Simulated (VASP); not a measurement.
A run of VASP 6.6.1 is set up as follows.

Contents of POSCAR:

```
BN
1.0
    0.0000000000      1.8130010000      1.8130010000
    1.8130010000      0.0000000000      1.8130010000
    1.8130010000      1.8130010000      0.0000000000
N B
1 1
Direct
    0.2500000000      0.2500000000      0.2500000000
    0.0000000000      0.0000000000      0.0000000000
```

The input INCAR.step1:

```
ALGO = Normal
EDIFF = 1E-6
ENCUT = 520
GGA = RP
ISIF = 2
ISMEAR = -1
LASPH = True
LCHARG = True
LREAL = False
LWAVE = False
NELM = 100
PREC = Accurate
SIGMA = 0.05
```

File KPOINTS.step1:

```
k-points
0
Gamma
  13 13 13
```

Contents of INCAR.step2:

```
ALGO = Normal
EDIFF = 1E-6
ENCUT = 520
GGA = RP
ICHARG = 11
ISIF = 2
ISMEAR = 0
LASPH = True
LCHARG = False
LREAL = False
LWAVE = False
NELM = 100
PREC = Accurate
SIGMA = 0.05
```

Contents of KPOINTS.step2:

```
path GXWKGLUWLK,UX
10
line-mode
reciprocal
 0.0000000000  0.0000000000  0.0000000000  G
 0.5000000000  0.0000000000  0.5000000000  X

 0.5000000000  0.0000000000  0.5000000000  X
 0.5000000000  0.2500000000  0.7500000000  W

 0.5000000000  0.2500000000  0.7500000000  W
 0.3750000000  0.3750000000  0.7500000000  K

 0.3750000000  0.3750000000  0.7500000000  K
 0.0000000000  0.0000000000  0.0000000000  G

 0.0000000000  0.0000000000  0.0000000000  G
 0.5000000000  0.5000000000  0.5000000000  L

 0.5000000000  0.5000000000  0.5000000000  L
 0.6250000000  0.2500000000  0.6250000000  U

 0.6250000000  0.2500000000  0.6250000000  U
 0.5000000000  0.2500000000  0.7500000000  W

 0.5000000000  0.2500000000  0.7500000000  W
 0.5000000000  0.5000000000  0.5000000000  L

 0.5000000000  0.5000000000  0.5000000000  L
 0.3750000000  0.3750000000  0.7500000000  K

 0.6250000000  0.2500000000  0.6250000000  U
 0.5000000000  0.0000000000  0.5000000000  X
```

Potentials or basis: VASP PAW PBE potentials, release 64 (N, B).

The run is started by

```bash
$ cat potpaw_PBE.64/N/POTCAR potpaw_PBE.64/B/POTCAR > POTCAR
$ cp INCAR.step1 INCAR
$ cp KPOINTS.step1 KPOINTS
$ mpirun -np 1 vasp_std > vasp.out
$ cp INCAR.step2 INCAR
$ cp KPOINTS.step2 KPOINTS
$ mpirun -np 1 vasp_std > vasp.out
```

Question: Predict the band gap along the path.

Answer: 4.48 eV, indirect (least direct gap 8.83 eV).

Question: Estimate the band gap on the k mesh.

Answer: 4.55 eV, indirect (least direct gap 8.83 eV).

Levels at the corners of the path, in eV from the valence-band top:
```csv
point,band 1,band 2,band 3,band 4,band 5,band 6,band 7,band 8
Γ,-20.19,0.00,0.00,0.00,8.83,8.83,8.83,10.20
X,-14.68,-8.88,-4.86,-4.86,4.48,9.20,17.89,17.89
X,-14.68,-8.88,-4.86,-4.86,4.48,9.20,17.89,17.89
W,-14.39,-7.58,-6.89,-6.43,9.61,13.25,14.53,14.55
W,-14.39,-7.58,-6.89,-6.43,9.61,13.25,14.53,14.55
K,-14.61,-8.11,-7.58,-4.04,6.92,12.83,15.80,16.63
K,-14.61,-8.11,-7.58,-4.04,6.92,12.83,15.80,16.63
Γ,-20.19,0.00,0.00,0.00,8.83,8.83,8.83,10.20
Γ,-20.19,0.00,0.00,0.00,8.83,8.83,8.83,10.20
L,-16.04,-10.61,-1.92,-1.92,10.02,10.70,10.70,15.26
L,-16.04,-10.61,-1.92,-1.92,10.02,10.70,10.70,15.26
U,-14.61,-8.11,-7.58,-4.04,6.92,12.83,15.80,16.63
U,-14.61,-8.11,-7.58,-4.04,6.92,12.83,15.80,16.63
W,-14.39,-7.58,-6.89,-6.43,9.61,13.25,14.53,14.55
W,-14.39,-7.58,-6.89,-6.43,9.61,13.25,14.53,14.55
L,-16.04,-10.61,-1.92,-1.92,10.02,10.70,10.70,15.26
L,-16.04,-10.61,-1.92,-1.92,10.02,10.70,10.70,15.26
K,-14.61,-8.11,-7.58,-4.04,6.92,12.83,15.80,16.63
U,-14.61,-8.11,-7.58,-4.04,6.92,12.83,15.80,16.63
X,-14.68,-8.88,-4.86,-4.86,4.48,9.20,17.89,17.89
```

Caveat: the log is that of the step along the path at fixed density, whose energy, stress, charges and moments have no meaning.

**Measured values to compare with.**

From a printed reference work, monograph, for a bulk crystal of BN at 300 K: band gap 6.4 eV (indirect).

Against the measured gap of BN, 6.4 eV (indirect; 300 K; a printed reference work, monograph), the calculated 4.48 eV is off by -1.92 eV. The value is that of RPBE, without temperature or zero-point motion. Semilocal functionals fall short of measured gaps as a rule. The cell is a database's relaxed one, not the measured one, which moves gaps too.
